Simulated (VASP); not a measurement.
# ZnS (F-43m) in VASP: a series of runs

The runs below take ZnS through dielectric tensor, band structure, with PBE, HSE06.

Everything below comes from runs of VASP 6.6.1. Logs are shortened: lines on timing, memory, paths and dates and some standing lists are left out, and cuts for length are marked.

**The experiment to reproduce.**

From “Electronic, vibrational, and thermodynamic properties of ZnS (zincblende and rocksalt structure)”, 2009, arxiv:0911.5022, for a bulk crystal of ZnS at 19 K: band gap 3.85 eV (direct).

How close the calculation comes is told below.

### 1 The structure

Symmetry: F-43m, No. 216, cubic system. The conventional cell has a = 5.404 Å, b = 5.404 Å, c = 5.404 Å, α = 90.00°, β = 90.00°, γ = 90.00°. Around Zn (site symmetry -43m) lie 4 S at 2.34 Å. S (site symmetry -43m) is surrounded by 4 Zn at 2.34 Å.

### 2 Dielectric tensor, PBE

Contents of INCAR:

```
PREC     = Accurate       # precision mode
ENCUT    = 500            # plane-wave cutoff, eV
EDIFF    = 1E-8           # SCF threshold, eV
ISMEAR   = 0              # smearing method
SIGMA    = 0.01           # smearing width, eV
LREAL    = F              # projectors in reciprocal space
LASPH    = T              # aspherical terms in the spheres
NELM     = 100            # most SCF steps
ALGO     = Normal         # electronic algorithm
ISIF     = 2              # what is computed and relaxed
LWAVE    = F              # write WAVECAR
LCHARG   = F              # write CHGCAR
GGA      = PE             # functional
LEPSILON = T              # dielectric tensor by DFPT
```

Contents of KPOINTS:

```
regular mesh
0
Gamma
  10 10 10
```

Contents of POSCAR:

```
ZnS
1.0
    0.0000000000      2.7020000000      2.7020000000
    2.7020000000      0.0000000000      2.7020000000
    2.7020000000      2.7020000000      0.0000000000
Zn S
1 1
Direct
    0.7500000000      0.7500000000      0.7500000000
    0.0000000000      0.0000000000      0.0000000000
```

Potentials or basis: VASP PAW PBE potentials, release 64 (Zn, S).

On the command line:

```sh
> cat potpaw_PBE.64/Zn/POTCAR potpaw_PBE.64/S/POTCAR > POTCAR
> mpirun -np 1 vasp_std > vasp.out
```

OUTCAR:

```text
PREC = Accurate
   ENCUT = 500
   EDIFF = 1E-8
   ISMEAR = 0
   LREAL = F
   LASPH = T
   NELM = 100
   ISIF = 2
   GGA = PE
   LEPSILON = T

 Found     47 irreducible k-points:

 Following reciprocal coordinates:
            Coordinates               Weight
  0.000000  0.000000  0.000000      1.000000
  0.100000  0.000000  0.000000      8.000000
  0.200000  0.000000  0.000000      8.000000
  0.300000  0.000000  0.000000      8.000000
  0.400000  0.000000  0.000000      8.000000
  0.500000  0.000000  0.000000      4.000000
   k-points           NKPTS =     47   k-points in BZ     NKDIM =     47   number of bands    NBANDS=     13
   number of dos      NEDOS =    301   number of ions     NIONS =      2
   total plane-waves  NPLWV =  21952
   dimension x,y,z NGX =    28 NGY =   28 NGZ =   28
   dimension x,y,z NGXF=    56 NGYF=   56 NGZF=   56
   ions per type =               1   1
   NGX,Y,Z   is equivalent  to a cutoff of  12.18, 12.18, 12.18 a.u.
   NGXF,Y,Z  is equivalent  to a cutoff of  24.36, 24.36, 24.36 a.u.
 SYSTEM =  unknown system
   PREC   = accura    normal or accurate (medium, high low for compatibility)
   ISTART =      0    job   : 0-new  1-cont  2-samecut
   ICHARG =      2    charge: 1-file 2-atom 10-const
   ISPIN  =      1    spin polarized calculation?
   LNONCOLLINEAR =      F non collinear calculations
   LSORBIT =      F    spin-orbit coupling
   LASPH  =      T    aspherical Exc in radial PAW
   ENCUT  =  500.0 eV  36.75 Ry    6.06 a.u.   6.97  6.97  6.97*2*pi/ulx,y,z
   NELM   =    100;   NELMIN=  2; NELMDL= -5     # of ELM steps
   EDIFF  = 0.1E-07   stopping-criterion for ELM
   LREAL  =      F    real-space projection
   EDIFFG = 0.1E-06   stopping-criterion for IOM
   NSW    =      0    number of steps for IOM
   IBRION =     -1    ionic relax: 0-MD 1-quasi-New 2-CG
   NFREE  =      0    steps in history (QN), initial steepest desc. (CG)
   ISIF   =      2    stress and relaxation
   ISYM   =      2    0-nonsym 1-usesym 2-fastsym
   POTIM  = 0.5000    time-step for ionic-motion
   TEBEG  =    0.0;   TEEND  =   0.0 temperature during run
   PSTRESS=    0.0 pullay stress
   NELECT =      18.0000    total number of electrons
   NUPDOWN=      -1.0000    fix difference up-down
   EMIN   =  10.00;   EMAX   =-10.00  energy-range for DOS
   EFERMI =   0.00;   METHOD = LEGACY
   ISMEAR =     0;   SIGMA  =   0.01  broadening in eV -4-tet -1-fermi 0-gaus
   EFERMI_NEDOS =   21; number of points for ismear=-14 and -15
   IALGO  =     38    algorithm
   IMIX   =      4    mixing-type and parameters
     AMIX     =   0.40;   BMIX     =  1.00
     AMIX_MAG =   1.60;   BMIX_MAG =  1.00
  volume/ion in A,a.u.               =      19.73       133.12
  Fermi-wavevector in a.u.,A,eV,Ry     =   1.260290  2.381602 21.610537  1.588330
  Thomas-Fermi vector in A             =   2.393807
   LORBIT       =      0    0 simple, 1 ext, 2 COOP (PROOUT), +10 PAW based schemes
   GGA     = PE    functional components
   LHFCALC =     F    Hartree Fock is set to
   AEXX    =    0.0000 exact exchange contribution
   IVDW    =     0    specifies the selected vdW correction
   LEPSILON=     T    determine dielectric tensor
   LRPA    =     F    only Hartree local field effects (RPA)
 non-spin polarized calculation
 Gauss-broadening in eV      SIGMA  =   0.01
  energy-cutoff  :      500.00
  volume of cell :       39.45
 maximum number of plane-waves:      1012
   NGX = 13   NGY = 13   NGZ = 13

--------------------------------------- Ionic step        1  -------------------------------------------

 number of electron      18.0000000 magnetization

 E-fermi :   2.1772     XC(G=0):  -9.6300

 val. band max:        2.1065601892   @ k =   0.0000   0.0000   0.0000
 cond. band min:       4.2211679056   @ k =   0.0000   0.0000   0.0000
 fundamental gap:      2.1146077165
 Fermi energy:         2.1772448274

 k-point     1 :       0.0000    0.0000    0.0000
  band No.  band energies     occupation
      1     -11.0338      2.00000
      2      -4.2320      2.00000
      3      -4.2320      2.00000
      4      -4.2320      2.00000
      5      -3.7337      2.00000
      6      -3.7337      2.00000
      7       2.1066      2.00000
      8       2.1066      2.00000
      9       2.1066      2.00000
     10       4.2212      0.00000
     11       8.5033      0.00000
     12       8.5033      0.00000
     13       8.5033      0.00000

 k-point     2 :       0.1000    0.0000    0.0000
  band No.  band energies     occupation
      1     -10.9583      2.00000
      2      -4.2320      2.00000
      3      -4.2181      2.00000
      4      -4.2181      2.00000
      5      -3.7349      2.00000
      6      -3.7349      2.00000
      7       1.3162      2.00000
      8       2.0094      2.00000
      9       2.0094      2.00000
     10       4.8322      0.00000
     11       8.4149      0.00000
     12       8.6741      0.00000
     13       8.6741      0.00000

 k-point     3 :       0.2000    0.0000    0.0000
  band No.  band energies     occupation
      1     -10.7498      2.00000
      2      -4.2142      2.00000
      3      -4.1841      2.00000
      4      -4.1840      2.00000
      5      -3.7349      2.00000
      6      -3.7349      2.00000
      7      -0.0406      2.00000
      8       1.7733      2.00000
      9       1.7733      2.00000
     10       5.4837      0.00000
     11       8.6481      0.00000
     12       9.0140      0.00000
     13       9.0140      0.00000

 k-point     4 :       0.3000    0.0000    0.0000
  band No.  band energies     occupation
      1     -10.4667      2.00000
      2      -4.1476      2.00000
      3      -4.1476      2.00000
      4      -4.1260      2.00000
      5      -3.7267      2.00000
      6      -3.7267      2.00000
      7      -1.3775      2.00000
      8       1.5097      2.00000
      9       1.5097      2.00000
     10       5.5767      0.00000
     11       9.1633      0.00000
     12       9.1633      0.00000
     13       9.5773      0.00000

 k-point     5 :       0.4000    0.0000    0.0000
  band No.  band energies     occupation
      1     -10.2118      2.00000
      2      -4.1242      2.00000
      3      -4.1242      2.00000
      4      -3.8874      2.00000
      5      -3.7115      2.00000
      6      -3.7115      2.00000
      7      -2.5036      2.00000
      8       1.3129      2.00000
      9       1.3129      2.00000
     10       5.4708      0.00000
     11       9.0907      0.00000
     12       9.0907      0.00000
     13      10.5896      0.00000

 k-point     6 :       0.5000    0.0000    0.0000
  band No.  band energies     occupation
      1     -10.1068      2.00000
      2      -4.1169      2.00000
      3      -4.1169      2.00000
      4      -3.7033      2.00000
      5      -3.7033      2.00000
      6      -3.5310      2.00000
      7      -3.1844      2.00000
      8       1.2408      2.00000
      9       1.2408      2.00000
     10       5.4174      0.00000
     11       9.0337      0.00000
     12       9.0337      0.00000
     13      10.9844      0.00000

 [... further k-points ...]

  FORCE on cell =-STRESS in cart. coord.  units (eV):
  Direction    XX          YY          ZZ          XY          YZ          ZX
  --------------------------------------------------------------------------------------
  -------------------------------------------------------------------------------------
  Total        0.4298837      0.4298837      0.4298837      0.0000000     -0.0000000      0.0000000
  in kB       17.4572373     17.4572373     17.4572373      0.0000000     -0.0000000      0.0000000
  external PRESSURE =      17.4572373 kB  Pullay stress =       0.0000000 kB

 VOLUME and BASIS-vectors are now :
 -----------------------------------------------------------------------------
  energy-cutoff  :      500.00
  volume of cell :       39.45
      direct lattice vectors                 reciprocal lattice vectors
     0.000000000  2.702000000  2.702000000    -0.185048113  0.185048113  0.185048113
     2.702000000  0.000000000  2.702000000     0.185048113 -0.185048113  0.185048113
     2.702000000  2.702000000  0.000000000     0.185048113  0.185048113 -0.185048113

 POSITION                                       TOTAL-FORCE (eV/Angst)
 -----------------------------------------------------------------------------------
      4.05300      4.05300      4.05300        -0.000000     -0.000000     -0.000000
      0.00000      0.00000      0.00000         0.000000      0.000000      0.000000
 -----------------------------------------------------------------------------------
    total drift:                                0.000001      0.000001      0.000001

  FREE ENERGIE OF THE ION-ELECTRON SYSTEM (eV)
  ---------------------------------------------------
  free  energy   TOTEN  =        -6.8471798966 eV

  energy  without entropy=       -6.8471798966  energy(sigma->0) =       -6.84717990

 HEAD OF MICROSCOPIC STATIC DIELECTRIC TENSOR (INDEPENDENT PARTICLE, excluding Hartree and local field effects)
 ------------------------------------------------------
           6.315187     0.000000     0.000000
           0.000000     6.315187    -0.000000
           0.000000     0.000000     6.315187
 ------------------------------------------------------

 Free energy of the ion-electron system (eV)
  ---------------------------------------------------
  ---------------------------------------------------
  free energy    TOTEN  =        -0.58188444 eV

  energy without entropy =       -0.58188444

------------------------ aborting loop because EDIFF is reached ----------------------------------------

--------------------------------------- Ionic step        2  -------------------------------------------

------------------------ aborting loop because EDIFF is reached ----------------------------------------

--------------------------------------- Ionic step        3  -------------------------------------------

 Free energy of the ion-electron system (eV)
  ---------------------------------------------------
  ---------------------------------------------------
  free energy    TOTEN  =        -0.58188432 eV

  energy without entropy =       -0.58188432

------------------------ aborting loop because EDIFF is reached ----------------------------------------

 PIEZOELECTRIC TENSOR FIELD DIRECTION 3  (e Angst)
 -----------------------------------------------------------------------------
    -0.00066 -1.65997  0.00000           ( -0.00000  0.01772  0.00000)
    -1.65997 -0.00066  0.00000           (  0.01772 -0.00000  0.00000)
     0.00000  0.00000 -0.00049           (  0.00000  0.00000 -0.00000)

 PIEZOELECTRIC TENSOR FIELD DIRECTION 3  (C/m^2)
 -----------------------------------------------------------------------------
    -0.00027 -0.67410  0.00000
    -0.67410 -0.00027  0.00000
     0.00000  0.00000 -0.00020

 MACROSCOPIC STATIC DIELECTRIC TENSOR (including local field effects in DFT)
 ------------------------------------------------------
           5.928775    -0.000000    -0.000000
          -0.000000     5.928775    -0.000000
          -0.000000    -0.000000     5.928775
 ------------------------------------------------------

 PIEZOELECTRIC TENSOR (including local field effects)  for field in x, y, z        (e  Angst)
          XX          YY          ZZ          XY          YZ          ZX
  --------------------------------------------------------------------------------
  x    -0.00000    -0.00000    -0.00000     0.00000    -1.67073     0.00000
  y     0.00000     0.00000     0.00000     0.00000     0.00000    -1.67073
  z    -0.00000    -0.00000    -0.00000    -1.67073     0.00000     0.00000

 PIEZOELECTRIC TENSOR (including local field effects)  for field in x, y, z        (C/m^2)
          XX          YY          ZZ          XY          YZ          ZX
  --------------------------------------------------------------------------------
  x    -0.00000    -0.00000    -0.00000     0.00000    -0.67847     0.00000
  y     0.00000     0.00000     0.00000     0.00000     0.00000    -0.67847
  z    -0.00000    -0.00000    -0.00000    -0.67847     0.00000     0.00000

 BORN EFFECTIVE CHARGES (including local field effects) (in |e|, cummulative output)
 ---------------------------------------------------------------------------------
 ion    1
    1     2.00771    -0.00000    -0.00000
    2    -0.00000     2.00771    -0.00000
    3     0.00000    -0.00000     2.00771
 ion    2
    1    -2.00771     0.00000     0.00000
    2     0.00000    -2.00771     0.00000
    3    -0.00000     0.00000    -2.00771
```

Run time: 4.4 min. Hardware: 1 thread of Intel Xeon Platinum 8488C (Sapphire Rapids), shared host; peak memory 0.34 GiB.

The run converged, but some of its settings lie outside the range that counts as converged, so its numbers aren't taken as properties of the crystal.

What came out:

- Band gap on the k mesh: 2.11 eV, direct
- Electronic dielectric tensor (diagonal): 5.93
- Born charges (mean of the diagonal): Zn +2.01; S -2.01 e

[end of part 1 of 2]
